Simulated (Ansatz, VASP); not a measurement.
# One calculation of MgO, two programs

```
Mg O
1.0
     3.38990    0.00000    0.00000
    -1.69495    2.93574    0.00000
     0.00000    0.00000    9.67280
Mg O
4 4
Direct
  0.33333 0.66667 0.96949
  0.00000 0.00000 0.22082
  0.00000 0.00000 0.72082
  0.66667 0.33333 0.46949
  0.33333 0.66667 0.78004
  0.00000 0.00000 0.52964
  0.00000 0.00000 0.02964
  0.66667 0.33333 0.28004
```

Alike in both runs: task single point; functional PBE; k mesh 9 × 9 × 2; occupations gaussian, width 0.05 eV; no spin polarisation.

|  | VASP | Ansatz |
| --- | --- | --- |
| version | VASP 6.6.1 | Ansatz 0.2.0 |
| potentials or method | VASP PAW PBE potentials, release 64 (Mg, O) | scalar-relativistic, plane waves, PAW |
| plane-wave cutoff (eV) | 520 | 520 |
| valence electrons in the cell | 32 | 64 |

Ansatz gave:

| Item | Value |
| --- | --- |
| gap on the k mesh at the Fermi level (eV) | 3.29 |
| least direct gap on the mesh (eV) | 3.29 |
| pressure (GPa) | 4.1 |
| largest component of the traceless stress (GPa) | 19.53 |
| rms of the force components (eV/Å) | 0.911 |

Which values does VASP return?

gap on the k mesh at the Fermi level (eV): 3.27; least direct gap on the mesh (eV): 3.27; pressure (GPa): 3.7; largest component of the traceless stress (GPa): 19.85; rms of the force components (eV/Å): 0.924.

Atom by atom the forces differ by 0.013 eV/Å (rms over components). With one functional, cell and mesh, what is left measures potentials, basis and numerics. The two sets of potentials don't hold the same shells in valence.

Caveats: forces of over 1 eV/Å show positions far from the minimum, so gaps and moduli don't describe the material at rest. As with any semilocal functional, this PBE gap is likely too small.
